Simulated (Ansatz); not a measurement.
# PbS: the cost of one run

Computed with Ansatz 0.2.0 (DFT PBE, scalar-relativistic, unless a step's input says otherwise).

## (1) The structure to begin with

The structure is monoclinic, space group C2/m (No. 12). The conventional cell has a = 5.881 Å, b = 5.800 Å, c = 11.759 Å, α = 90.00°, β = 95.27°, γ = 90.00°. Pb (site symmetry m) has 5 S at 2.75 to 2.98 Å as nearest neighbours. S (site symmetry m) is surrounded by 5 Pb at 2.75 to 2.98 Å.

As a file:

```cif
data_structure
_symmetry_space_group_name_H-M 'C2/m'
_symmetry_Int_Tables_number 12
_cell_length_a 5.8810
_cell_length_b 5.8000
_cell_length_c 11.7590
_cell_angle_alpha 90.000
_cell_angle_beta 95.270
_cell_angle_gamma 90.000
_cell_volume 399.40
loop_
_atom_site_label
_atom_site_type_symbol
_atom_site_symmetry_multiplicity
_atom_site_Wyckoff_symbol
_atom_site_fract_x
_atom_site_fract_y
_atom_site_fract_z
_atom_site_occupancy
Pb1 Pb 4 i 0.27560 0.50000 0.63638 1
S1 S 4 i 0.76840 0.50000 0.59860 1
```

The file gives the conventional cell by its symmetry; the runs use the cell typed in the input.

Atoms are numbered in the order of the input: Pb1, Pb2, S3, S4.

## (2) After the deformation

Space group C2/m before, C2/m after.

## (3) Full-potential LAPW

Contents of input.yaml:

```yaml
crystal:
  lattice:
    - [2.88169, -2.842, 0.0]
    - [2.88169, 2.842, 0.0]
    - [-1.058449, 0.0, 11.70929]
  atoms:
    - { symbol: Pb, position: [0.7756, 0.7756, 0.63638] }
    - { symbol: Pb, position: [0.2244, 0.2244, 0.36362] }
    - { symbol: S, position: [0.2684, 0.2684, 0.5986] }
    - { symbol: S, position: [0.7316, 0.7316, 0.4014] }
kpoints:
  mp_grid: { grid: [7, 7, 3] }
  band_path:
    path:
      - [0.0, 0.0, 0.0]
      - [-0.4951477245, 0.4951477245, 0.0]
      - [-0.5048522755, -0.4951477245, 0.0]
      - [-0.5, -0.5, 0.0]
      - [0.0, 0.0, 0.0]
      - [-0.5, -0.5, 0.5]
      - [-0.5156710907, -0.4843289093, 0.5]
      - [-0.4843289093, 0.4843289093, 0.5]
      - [0.0, 0.0, 0.5]
    npoints: 5
scf:
  occupations: { method: fermi_dirac, width: 0.01 }
hamiltonian:
  xc: pbe
  pseudopotentials: { kind: all_electron, lapw: { basis_error: 0.0005 } }
output:
  forces: true
  stress: true
  eigenvalues: true
```

Launch:

```
$ ansatz run input.yaml --threads 1 --pin off --max-ram 4096MiB --backend cpu --events-out ev --progress --plain --runs-dir out
```

Q: Estimate wall time and peak memory on 1 thread of Intel Xeon Platinum 8488C (Sapphire Rapids), shared host.

About 73 s, with a peak of 0.73 GiB.
